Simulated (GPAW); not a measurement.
Write an ASE script for GPAW 26.7.0 that does the following.

| Quantity | Value |
| --- | --- |
| Task | equation of state |
| Functional | BP86 |
| Potentials or basis | PAW data sets generated in the run's folder for this functional |
| Cutoff | 600 eV |
| Basis | pw |
| k mesh | 6 × 6 × 6 |
| Occupations | fermi-dirac, width 0.05 eV |
| Spin | no spin polarisation |
| Maxiter | 150 |
| Eos scales | [0.94, 0.96, 0.98, 1.0, 1.02, 1.04, 1.06] |

Crystal: HgTe (Coloradoite).

```
Hg Te
1.0
     0.00000    3.21450    3.21450
     3.21450    0.00000    3.21450
     3.21450    3.21450    0.00000
Hg Te
1 1
Direct
  0.00000 0.00000 0.00000
  0.25000 0.25000 0.25000
```

The input as run:

run.py

```python
from ase.eos import EquationOfState
from ase.io import Trajectory
from ase.spacegroup import crystal
from ase.units import GPa
from gpaw import GPAW, PW, setup_paths

setup_paths.insert(0, '.')

# Hg 4a
# Te 4c
atoms = crystal(['Hg', 'Te'],
                basis=[[0.0, 0.0, 0.0],
                       [0.25, 0.25, 0.25]],
                spacegroup=216, setting=1,  # F-43m
                cellpar=[6.429, 6.429, 6.429, 90.0, 90.0, 90.0],
                primitive_cell=True)

traj = Trajectory('eos.traj', 'w')
volumes, energies = [], []
for x in [0.94, 0.96, 0.98, 1.0, 1.02, 1.04, 1.06]:
    a = atoms.copy()
    a.set_cell(atoms.cell * x**(1 / 3), scale_atoms=True)
    calc = GPAW(mode=PW(600),
                xc='GGA_X_B88+GGA_C_P86',
                kpts={'size': (6, 6, 6), 'gamma': True},
                occupations={'name': 'fermi-dirac', 'width': 0.05},
                nbands=18,
                convergence={'density': 1e-05, 'energy': 1e-05},
                maxiter=150,
                txt=f'eos-{x:.2f}.txt')
    a.calc = calc
    energies.append(a.get_potential_energy(force_consistent=True))
    volumes.append(a.get_volume())
    p = -a.get_stress()[:3].mean() / GPa
    calc.write(f'eos-{x:.2f}.gpw')
    traj.write(a)
    print(f'{x:.2f} {volumes[-1]:10.4f} A^3 {energies[-1]:14.6f} eV {p:9.3f} GPa', flush=True)

v0, e0, B = EquationOfState(volumes, energies, eos='birchmurnaghan').fit()
print(f'V0 = {v0:.4f} A^3, E0 = {e0:.6f} eV, B0 = {B / GPa:.2f} GPa')
```

Potentials or basis: PAW data sets generated in the run's folder for this functional, pw.

Run with:

```bash
$ gpaw-setup -f GGA_X_B88+GGA_C_P86 Hg Te
$ OMP_NUM_THREADS=1 python run.py
```

It gave:

The equilibrium volume is 36.94 Å³/atom (rough: see the caveat) and the bulk modulus is 34 GPa (rough).

Caveat: the minimum lies outside the volumes run.

It took 110 s on 1 thread of Arm Neoverse V1, with other jobs on the host, peak memory 0.23 GiB.
